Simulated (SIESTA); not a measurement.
Runs of SIESTA 5.4.2 on TiC. Symmetry: Fm-3m, No. 225, cubic system. Conventional cell: a = 4.331 Å, b = 4.331 Å, c = 4.331 Å, α = 90.00°, β = 90.00°, γ = 90.00°. Ti (site symmetry m-3m) has 6 C at 2.17 Å as nearest neighbours. C (site symmetry m-3m) is surrounded by 6 Ti at 2.17 Å. The cell is a database's computed one.

| task | level | potentials or basis | cell | k mesh | optimiser | force tolerance | mixed quantity | SCF cap | displacement | grid cutoff | energy shift | other keys | gap on the mesh (eV) | pressure (GPa) | largest force (eV/Å) |
| --- | --- | --- | --- | --- | --- | --- | --- | --- | --- | --- | --- | --- | --- | --- | --- |
| atomic charges | PBEGcGxLO | PseudoDojo 0.4 standard (PBE files), SZ (energy shift 0.002 Ry) | volume scaled by 1.25 | 11 × 11 × 11 | - | - | - | - | - | 800 Ry | 0.002 Ry | - | none | (a) | - |
| relaxation of the atoms | OLYP | Ansatz (PBE files), DZP (energy shift 0.005 Ry) | atoms relaxed | 11 × 11 × 11 | FIRE | 0.02 eV/Å | - | - | - | 800 Ry | 0.005 Ry | - | none | -4.4 | - |
| atomic charges | optB88-vdW | PseudoDojo 0.4 standard (PBE files), DZP (energy shift 0.002 Ry) | atoms moved at random, drawn with an rms of 0.02 Å | 11 × 11 × 11 | - | - | charge | 80 | - | 500 Ry | 0.002 Ry | mix = charge; mesh = 500; max_scf = 80 | none | 1.4 | 0.21 |
| single point | PBE | PseudoDojo 0.4 standard (PBE files), DZP (energy shift 0.002 Ry) | atoms moved at random, drawn with an rms of 0.05 Å | 11 × 11 × 11 | - | - | - | - | - | 800 Ry | 0.002 Ry | - | none | 1.0 | 0.57 |
| single point | PBE | PseudoDojo 0.4 standard (PBE files), DZP (energy shift 0.002 Ry) | as given | 11 × 11 × 11 | - | - | - | - | - | 800 Ry | 0.002 Ry | - | none | 0.5 | - |

Alike in all rows: no spin polarisation; smearing fermi-dirac 0.05 eV.

Task: Fill in the values left out.

Result: (a) -44.7.

Caveats: the basis of atomic orbitals isn't converged, which shifts pressures, moduli and gaps; semicore shells carry a single zeta, which can move pressures by several GPa and volumes by a few percent (some runs); the potentials were made for another functional, which shifts forces and pressure (some runs); the basis has no polarisation orbitals (some runs); the relaxation stopped at its first step, so nothing moved (some runs).

A gap of «none» marks a metal or a gap under the smearing width.
